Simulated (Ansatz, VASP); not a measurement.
ZnO: VASP beside Ansatz

```xyz
4
Lattice="3.2208 0.0000 0.0000 -1.6104 2.7893 0.0000 0.0000 0.0000 6.9849" Properties=species:S:1:pos:R:3 pbc="T T T"
Zn    0.0000    0.0000    1.7462
Zn    0.0000    0.0000    5.2387
O     1.6104    0.9298    5.2387
O     0.0000    1.8596    1.7462
```

Measurements of this composition are mostly on another form, of space group No. 186.

Alike in both runs: task single point; functional PBE; k mesh 9 × 9 × 4; occupations fermi-dirac, width 0.05 eV; no spin polarisation.

|  | VASP | Ansatz |
| --- | --- | --- |
| version | VASP 6.6.1 | Ansatz 0.2.0 |
| potentials or method | VASP PAW PBE potentials, release 64 (Zn, O) | Ansatz PAW |
| plane-wave cutoff (eV) | 520 | 420 |
| valence electrons in the cell | 36 | 36 |

|  | VASP | Ansatz | Ansatz less VASP |
| --- | --- | --- | --- |
| gap on the k mesh at the Fermi level (eV) | 0.82 | 0.82 | -0.005 |
| least direct gap on the mesh (eV) | 0.82 | 0.82 | -0.005 |
| pressure (GPa) | 6.5 | 5.5 | -0.95 |
| largest component of the traceless stress (GPa) | 6.11 | 5.07 | -1.046 |

Caveats: an odd mesh through Γ misses points on the zone boundary, where band edges often lie (VASP); odd divisions of the mesh miss points on the zone boundary, where band edges often lie, so the gap on the mesh can be too wide (Ansatz); the pressure holds a Pulay correction of +0.5 GPa for the finite cutoff (Ansatz).
